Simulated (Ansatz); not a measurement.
# Cu under changes of volume

One of the cells (11.436 Å³/atom); the others are scaled copies at fixed shape and fractional positions:

```
Cu
1.0
     2.53410    0.00000    0.00000
    -1.26705    2.19459    0.00000
     0.00000    0.00000    4.11257
Cu
2
Direct
  0.66667 0.33333 0.75000
  0.33333 0.66667 0.25000
```

This isn't the form of Cu at room conditions, which is fcc.

```yaml
Program: Ansatz 0.2.0
Functional: PBE0
Potentials_or_basis: Ansatz PAW
Cutoff: "420 eV (not typed: the program's choice for these potentials)"
k_mesh: 6 × 6 × 4
Occupations: fermi-dirac, width 0.05 eV
Spin: no spin polarisation
```

```csv
volume (Å³/atom),energy over the lowest point (meV/atom),pressure (GPa)
10.749,74.73,20.1
10.978,49.42,15.6
11.207,?,?
11.436,15.80,8.1
11.664,6.44,5.0
11.893,1.35,2.2
12.122,0.00,-0.3
```

**Question.** What does the run at 11.207 Å³/atom give?

**Answer.** Energy over the lowest point 29.91 meV/atom; pressure 11.7 GPa.

Worked out: A Birch-Murnaghan fit of order 3 (a polynomial in V^(-2/3)) to the other rows has its minimum at 12.09 Å³/atom with B0 = V·E''(V) = 129 GPa and B' = 4.6 at fixed shape and positions, which overstates the stiffness. It gives 29.96 meV/atom at 11.207 Å³/atom, against the run's 29.91, and -dE/dV = 11.7 GPa, against 11.7.

Energies are extrapolated to zero smearing.

Caveats: all runs use coarse meshes; the PAW data sets come from PBE, with cores solved anew for the run's functional, which leaves a small shift of forces and pressure; the thresholds are loose for stress.
